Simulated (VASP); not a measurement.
# WC (P-6m2) in VASP: further runs

One crystal, WC, is run at these levels: PBE; tasks: single point.

Everything below comes from runs of VASP 6.6.1. Logs are shortened: lines on timing, memory, paths and dates and some standing lists are left out, and cuts for length are marked.

## Step 1: The crystal as given

Symmetry: P-6m2, No. 187, hexagonal system. Conventional cell: a = 2.907 Å, b = 2.907 Å, c = 2.837 Å, α = 90.00°, β = 90.00°, γ = 120.00°. W (site symmetry -6m2) is surrounded by 6 C at 2.20 Å. C (site symmetry -6m2) has 6 W at 2.20 Å as nearest neighbours.

## Step 2: Single point, PBE

Input file INCAR:

```
SYSTEM = WC
ALGO     = Fast           ! electronic algorithm
EDIFF    = 1E-7           ! SCF threshold, eV
ENCUT    = 520            ! plane-wave cutoff, eV
GGA      = PE             ! functional
ISIF     = 2              ! what is computed and relaxed
ISMEAR   = 0              ! smearing method
LASPH    = .True.         ! aspherical terms in the spheres
LCHARG   = .False.        ! write CHGCAR
LREAL    = .False.        ! projectors in reciprocal space
LWAVE    = .False.        ! write WAVECAR
NELM     = 100            ! most SCF steps
PREC     = Accurate       ! precision mode
SIGMA    = 0.1            ! smearing width, eV
```

Input file KPOINTS:

```
k-points
0
Gamma
  6 6 4
  0 0 0
```

Input file POSCAR:

```
WC
1.0
    2.9065000000      0.0000000000      0.0000000000
   -1.4532500000      2.5171028400      0.0000000000
    0.0000000000      0.0000000000      2.8366000000
W C
1 1
Direct
    0.0000000000      0.0000000000      0.0000000000
    0.6666666700      0.3333333300      0.5000000000
```

Potentials or basis: VASP PAW PBE potentials, release 64 (W_sv, C).

On the command line:

```
$ cat potpaw_PBE.64/W_sv/POTCAR potpaw_PBE.64/C/POTCAR > POTCAR
$ mpirun -np 1 vasp_std > vasp.out
```

OUTCAR:

```text
SYSTEM = WC
   EDIFF = 1E-7
   ENCUT = 520
   GGA = PE
   ISIF = 2
   ISMEAR = 0
   LASPH = .True.
   LREAL = .False.
   NELM = 100
   PREC = Accurate

 ion  position               nearest neighbor table
   1  0.000  0.000  0.000-   2 2.20   2 2.20   2 2.20   2 2.20   2 2.20   2 2.20
   2  0.667  0.333  0.500-   1 2.20   1 2.20   1 2.20   1 2.20   1 2.20   1 2.20

  LATTYP: Found a hexagonal cell.
 ALAT       =     2.9065000000
 C/A-ratio  =     0.9759504559

  Lattice vectors:

 A1 = (   2.9065000000,   0.0000000000,   0.0000000000)
 A2 = (  -1.4532500000,   2.5171028400,   0.0000000000)
 A3 = (   0.0000000000,   0.0000000000,   2.8366000000)

Analysis of symmetry for initial positions (statically):
=====================================================================
 Subroutine PRICEL returns:
 Original cell was already a primitive cell.

 Routine SETGRP: Setting up the symmetry group for a
 hexagonal supercell.

 Subroutine GETGRP returns: Found 12 space group operations
 (whereof 12 operations were pure point group operations)
 out of a pool of 24 trial point group operations.

The static configuration has the point symmetry D_3h.

Analysis of symmetry for dynamics (positions and initial velocities):
=====================================================================
 Subroutine PRICEL returns:
 Original cell was already a primitive cell.

 Routine SETGRP: Setting up the symmetry group for a
 hexagonal supercell.

 Subroutine GETGRP returns: Found 12 space group operations
 (whereof 12 operations were pure point group operations)
 out of a pool of 24 trial point group operations.

The dynamic configuration has the point symmetry D_3h.

 Subroutine INISYM returns: Found 12 space group operations
 (whereof 12 operations are pure point group operations),
 and found     1 'primitive' translations

----------------------------------------------------------------------------------------

                                     Primitive cell

  volume of cell :      20.7525

  direct lattice vectors                    reciprocal lattice vectors
     2.906500000  0.000000000  0.000000000     0.344056425  0.198641069  0.000000000
    -1.453250000  2.517102840  0.000000000     0.000000000  0.397282139  0.000000000
     0.000000000  0.000000000  2.836600000     0.000000000  0.000000000  0.352534725

  length of vectors
     2.906500000  2.906500003  2.836600000     0.397282139  0.397282139  0.352534725

  position of ions in fractional coordinates (direct lattice)
     0.000000000  0.000000000  0.000000000
     0.666666670  0.333333330  0.500000000

  ion indices of the primitive-cell ions
   primitive index   ion index
                 1           1
                 2           2

----------------------------------------------------------------------------------------

 KPOINTS: k-points

Automatic generation of k-mesh.
 Grid dimensions read from file:
 generate k-points for:    6    6    4

 Generating k-lattice:

  Cartesian coordinates                     Fractional coordinates (reciprocal lattice)
     0.057342738  0.033106845  0.000000000     0.166666667  0.000000000  0.000000000
     0.000000000  0.066213690  0.000000000     0.000000000  0.166666667  0.000000000
     0.000000000  0.000000000  0.088133681     0.000000000  0.000000000  0.250000000

  Length of vectors
     0.066213690  0.066213690  0.088133681

  Shift w.r.t. Gamma in fractional coordinates (k-lattice)
     0.000000000  0.000000000  0.000000000

 Subroutine IBZKPT returns following result:
 ===========================================

 Found     21 irreducible k-points:

 Following reciprocal coordinates:
            Coordinates               Weight
  0.000000  0.000000  0.000000      1.000000
  0.166667  0.000000  0.000000      6.000000
  0.333333  0.000000  0.000000      6.000000
  0.500000  0.000000  0.000000      3.000000
  0.166667  0.166667  0.000000      6.000000
  0.333333  0.166667  0.000000     12.000000
[... 13 lines left out ...]
  0.333333  0.166667  0.500000     12.000000
  0.333333  0.333333  0.500000      2.000000
   k-points           NKPTS =     21   k-points in BZ     NKDIM =     21   number of bands    NBANDS=     13
   number of dos      NEDOS =    301   number of ions     NIONS =      2
   total plane-waves  NPLWV =  13824
   dimension x,y,z NGX =    24 NGY =   24 NGZ =   24
   dimension x,y,z NGXF=    48 NGYF=   48 NGZF=   48
   ions per type =               1   1
   NGX,Y,Z   is equivalent  to a cutoff of  13.73, 13.73, 14.07 a.u.
   NGXF,Y,Z  is equivalent  to a cutoff of  27.46, 27.46, 28.13 a.u.
 SYSTEM =  WC
   PREC   = accura    normal or accurate (medium, high low for compatibility)
   ISTART =      0    job   : 0-new  1-cont  2-samecut
   ICHARG =      2    charge: 1-file 2-atom 10-const
   ISPIN  =      1    spin polarized calculation?
   LNONCOLLINEAR =      F non collinear calculations
   LSORBIT =      F    spin-orbit coupling
   LASPH  =      T    aspherical Exc in radial PAW
   ENCUT  =  520.0 eV  38.22 Ry    6.18 a.u.   5.40  5.40  5.27*2*pi/ulx,y,z
   NELM   =    100;   NELMIN=  2; NELMDL= -5     # of ELM steps
   EDIFF  = 0.1E-06   stopping-criterion for ELM
   LREAL  =      F    real-space projection
   EDIFFG = 0.1E-05   stopping-criterion for IOM
   NSW    =      0    number of steps for IOM
   IBRION =     -1    ionic relax: 0-MD 1-quasi-New 2-CG
   NFREE  =      0    steps in history (QN), initial steepest desc. (CG)
   ISIF   =      2    stress and relaxation
   ISYM   =      2    0-nonsym 1-usesym 2-fastsym
   POTIM  = 0.5000    time-step for ionic-motion
   TEBEG  =    0.0;   TEEND  =   0.0 temperature during run
   PSTRESS=    0.0 pullay stress
   NELECT =      18.0000    total number of electrons
   NUPDOWN=      -1.0000    fix difference up-down
   EMIN   =  10.00;   EMAX   =-10.00  energy-range for DOS
   EFERMI =   0.00;   METHOD = LEGACY
   ISMEAR =     0;   SIGMA  =   0.10  broadening in eV -4-tet -1-fermi 0-gaus
   EFERMI_NEDOS =   21; number of points for ismear=-14 and -15
   IALGO  =     68    algorithm
   IMIX   =      4    mixing-type and parameters
     AMIX     =   0.40;   BMIX     =  1.00
     AMIX_MAG =   1.60;   BMIX_MAG =  1.00
  volume/ion in A,a.u.               =      10.38        70.02
  Fermi-wavevector in a.u.,A,eV,Ry     =   1.561262  2.950358 33.164744  2.437540
  Thomas-Fermi vector in A             =   2.664353
   LORBIT       =      0    0 simple, 1 ext, 2 COOP (PROOUT), +10 PAW based schemes
   GGA     = PE    functional components
   LHFCALC =     F    Hartree Fock is set to
   AEXX    =    0.0000 exact exchange contribution
   IVDW    =     0    specifies the selected vdW correction
   LEPSILON=     F    determine dielectric tensor
   LRPA    =     F    only Hartree local field effects (RPA)
 non-spin polarized calculation
 RMM-DIIS sequential band-by-band and
 Gauss-broadening in eV      SIGMA  =   0.10
  energy-cutoff  :      520.00
  volume of cell :       20.75
 maximum number of plane-waves:       575
 NGX is ok and might be reduce to    24
   NGX = 11   NGY = 11   NGZ = 11

 number of electron      18.0000000 magnetization

 Free energy of the ion-electron system (eV)
  ---------------------------------------------------
  ext. energy  EPLUGINS =         0.00000000
  ---------------------------------------------------
  free energy    TOTEN  =       -22.40912947 eV

  energy without entropy =      -22.40600349  energy(sigma->0) =      -22.40756648

 E-fermi :  11.4285     XC(G=0): -13.8006

 val. band max:       11.4093480633   @ k =   0.1667   0.0000   0.5000
 cond. band min:      11.6864717964   @ k =   0.3333   0.3333   0.0000
 fundamental gap:      0.2771237330
 Fermi energy:        11.4285023451

 k-point     1 :       0.0000    0.0000    0.0000
  band No.  band energies     occupation
      1     -62.9379      2.00000
      2     -26.9379      2.00000
      3     -26.8046      2.00000
      4     -26.8046      2.00000
      5      -3.3710      2.00000
      6       6.7567      2.00000
      7       7.7525      2.00000
      8       7.7525      2.00000
      9      11.1729      1.99970
     10      14.2988      0.00000
     11      14.2988      0.00000
     12      16.7054      0.00000
     13      16.7054      0.00000

 k-point     2 :       0.1667    0.0000    0.0000
  band No.  band energies     occupation
      1     -62.9233      2.00000
      2     -27.0165      2.00000
      3     -26.9104      2.00000
      4     -26.8529      2.00000
      5      -2.6748      2.00000
      6       6.3951      2.00000
      7       7.5058      2.00000
      8       8.4014      2.00000
      9       9.6785      2.00000
     10      14.0590      0.00000
     11      15.4967      0.00000
     12      15.9792      0.00000
     13      16.2682      0.00000

 k-point     3 :       0.3333    0.0000    0.0000
  band No.  band energies     occupation
      1     -62.8943      2.00000
      2     -27.4216      2.00000
      3     -26.9481      2.00000
      4     -26.8549      2.00000
      5      -1.0647      2.00000
      6       4.7982      2.00000
      7       7.9063      2.00000
      8       8.0556      2.00000
      9       9.8340      2.00000
     10      13.6163      0.00000
     11      14.7353      0.00000
     12      15.7006      0.00000
     13      17.5850      0.00000
[... 257 lines left out ...]
 k-point    20 :       0.3333    0.1667    0.5000
  band No.  band energies     occupation
      1     -62.8401      2.00000
      2     -27.5080      2.00000
      3     -27.4074      2.00000
      4     -27.0183      2.00000
      5      -0.0448      2.00000
      6       4.9820      2.00000
      7       5.1480      2.00000
      8       8.7674      2.00000
      9      10.1765      2.00000
     10      16.0584      0.00000
     11      16.4117      0.00000
     12      17.2150      0.00000
     13      20.5498      0.00000

 k-point    21 :       0.3333    0.3333    0.5000
  band No.  band energies     occupation
      1     -62.8329      2.00000
      2     -27.4864      2.00000
      3     -27.2988      2.00000
      4     -27.2482      2.00000
      5       0.1161      2.00000
      6       3.8580      2.00000
      7       5.6909      2.00000
      8       9.4582      2.00000
      9      10.4370      2.00000
     10      15.4690      0.00000
     11      17.4544      0.00000
     12      18.6786      0.00000
     13      20.2051      0.00000

------------------------ aborting loop because EDIFF is reached ----------------------------------------

  FORCE on cell =-STRESS in cart. coord.  units (eV):
  Direction    XX          YY          ZZ          XY          YZ          ZX
  --------------------------------------------------------------------------------------
  -------------------------------------------------------------------------------------
  Total        1.0036409      1.0036409      0.7631937      0.0000000     -0.0000000      0.0000000
  in kB       77.4853389     77.4853391     58.9217942      0.0000000     -0.0000000      0.0000000
  external PRESSURE =      71.2974908 kB  Pullay stress =       0.0000000 kB

 VOLUME and BASIS-vectors are now :
 -----------------------------------------------------------------------------
  energy-cutoff  :      520.00
  volume of cell :       20.75
      direct lattice vectors                 reciprocal lattice vectors
     2.906500000  0.000000000  0.000000000     0.344056425  0.198641069  0.000000000
    -1.453250000  2.517102840  0.000000000     0.000000000  0.397282139  0.000000000
     0.000000000  0.000000000  2.836600000     0.000000000  0.000000000  0.352534725

 POSITION                                       TOTAL-FORCE (eV/Angst)
 -----------------------------------------------------------------------------------
      0.00000      0.00000      0.00000        -0.000000      0.000000      0.000000
      1.45325      0.83903      1.41830         0.000000      0.000000      0.000000
 -----------------------------------------------------------------------------------
    total drift:                               -0.000003      0.000002     -0.000000

  FREE ENERGIE OF THE ION-ELECTRON SYSTEM (eV)
  ---------------------------------------------------
  free  energy   TOTEN  =       -22.4091294732 eV

  energy  without entropy=      -22.4060034935  energy(sigma->0) =      -22.40756648
```

Wall time 6.8 s (1 thread of Intel Xeon Platinum 8488C (Sapphire Rapids), shared host); peak memory 0.14 GiB.

What came out:

| Quantity | Value |
| --- | --- |
| Free energy | -22.4091 eV |
| Pressure | 7.1 GPa |
| Band gap on the k mesh | none (metal or under the smearing width) |

Levels at points of the mesh, in eV from the Fermi level:
| k point | band 7 | band 8 | band 9 | band 10 | band 11 | band 12 |
| --- | --- | --- | --- | --- | --- | --- |
| (0.00, 0.00, 0.00) | -3.68 | -3.68 | -0.26 | 2.87 | 2.87 | 5.28 |
| (0.50, 0.00, 0.00) | -3.97 | -3.92 | -0.82 | 1.98 | 4.19 | 4.53 |
| (0.00, 0.00, 0.50) | -2.37 | -2.37 | -0.92 | -0.92 | 3.31 | 4.17 |
| (0.50, 0.00, 0.50) | -4.67 | -4.55 | -0.06 | 4.09 | 4.94 | 6.28 |

Caveat: the k mesh is coarse (spacing up to 0.55 Å⁻¹), so the values aren't converged. The run has no spin-orbit coupling, so splittings on W are missing.

## Step 3: Single point, PBE

INCAR is that of step 2.

Input file KPOINTS:

```
k-points
0
Gamma
  6 6 6
  0 0 0
```

POSCAR is that of step 2.

Potentials or basis: VASP PAW PBE potentials, release 64 (W_sv, C).

On the command line:

```
$ cat potpaw_PBE.64/W_sv/POTCAR potpaw_PBE.64/C/POTCAR > POTCAR
$ mpirun -np 1 vasp_std > vasp.out
```

It took 7.1 s on 1 thread of Intel Xeon Platinum 8488C (Sapphire Rapids), shared host; peak memory 0.14 GiB.

Results (log left out):

| Quantity | Value |
| --- | --- |
| Free energy | -22.4382 eV |
| Pressure | 6.8 GPa |
| Band gap on the k mesh | none (metal or under the smearing width) |

Stress tensor (GPa, compression positive):
```
7.50 0.00 0.00
0.00 7.50 0.00
0.00 0.00 5.39
```

Levels at points of the mesh, in eV from the Fermi level:
```csv
k point,band 6,band 7,band 8,band 9,band 10,band 11,band 12,band 13
"(0.00, 0.00, 0.00)",-4.57,-3.58,-3.58,-0.16,2.98,2.98,5.38,5.38
"(0.50, 0.00, 0.00)",-7.28,-3.87,-3.82,-0.71,2.09,4.28,4.63,6.61
"(0.00, 0.00, 0.50)",-8.90,-2.26,-2.26,-0.84,-0.84,3.42,4.28,4.28
"(0.50, 0.00, 0.50)",-6.71,-4.56,-4.44,0.03,4.18,5.05,6.39,8.94
```

Caveat: the k mesh is coarse (spacing up to 0.42 Å⁻¹), so the values aren't converged. The run has no spin-orbit coupling, so splittings on W are missing.

## Step 4: Single point, PBE

INCAR is that of step 3.

Input file KPOINTS:

```
k-points
0
Gamma
  9 9 8
  0 0 0
```

POSCAR is that of step 3.

On the command line:

```
$ cat potpaw_PBE.64/W_sv/POTCAR potpaw_PBE.64/C/POTCAR > POTCAR
$ mpirun -np 1 vasp_std > vasp.out
```

It took 16 s on 1 thread of Intel Xeon Platinum 8488C (Sapphire Rapids), shared host; peak memory 0.15 GiB.

It converged, with:

```yaml
Free_energy: -22.4423 eV
Pressure: 6.8 GPa
Band_gap_on_the_k_mesh: none (metal or under the smearing width)
```

Stress tensor (GPa, compression positive):
```
6.95 0.00 0.00
0.00 6.95 0.00
0.00 0.00 6.51
```

Levels at points of the mesh, in eV from the Fermi level:
```csv
k point,band 6,band 7,band 8,band 9,band 10,band 11,band 12,band 13
"(0.00, 0.00, 0.00)",-4.30,-3.32,-3.32,0.09,3.25,3.25,5.63,5.63
"(0.00, 0.00, 0.50)",-8.64,-2.01,-2.01,-0.56,-0.56,3.68,4.53,4.53
```

The run has no spin-orbit coupling, so splittings on W are missing.

## Step 5: Single point, PBE

INCAR is that of step 4.

Input file KPOINTS:

```
k-points
0
Gamma
  12 12 10
  0 0 0
```

POSCAR is that of step 4.

On the command line:

```
$ cat potpaw_PBE.64/W_sv/POTCAR potpaw_PBE.64/C/POTCAR > POTCAR
$ mpirun -np 1 vasp_std > vasp.out
```

Run time: 28 s. Hardware: 1 thread of Intel Xeon Platinum 8488C (Sapphire Rapids), shared host; peak memory 0.16 GiB.

The run converged. Its results:

```
Free energy            : -22.4443 eV
Pressure               : 6.8 GPa
Band gap on the k mesh : none (metal or under the smearing width)
```

Stress tensor (GPa, compression positive):
```
6.76 0.00 0.00
0.00 6.76 0.00
0.00 0.00 6.93
```

Levels at points of the mesh, in eV from the Fermi level:
```
           k point  band 6  band 7  band 8  band 9  band 10  band 11  band 12  band 13
(0.00, 0.00, 0.00)   -4.38   -3.40   -3.40    0.02     3.16     3.16     5.55     5.55
(0.50, 0.00, 0.00)   -7.10   -3.69   -3.64   -0.54     2.27     4.46     4.82     6.79
(0.00, 0.00, 0.50)   -8.72   -2.09   -2.09   -0.65    -0.65     3.60     4.45     4.45
(0.50, 0.00, 0.50)   -6.52   -4.39   -4.26    0.22     4.36     5.23     6.57     9.11
```

Spin-orbit coupling is left out, which matters for the levels of W.

[end of part 1 of 2]
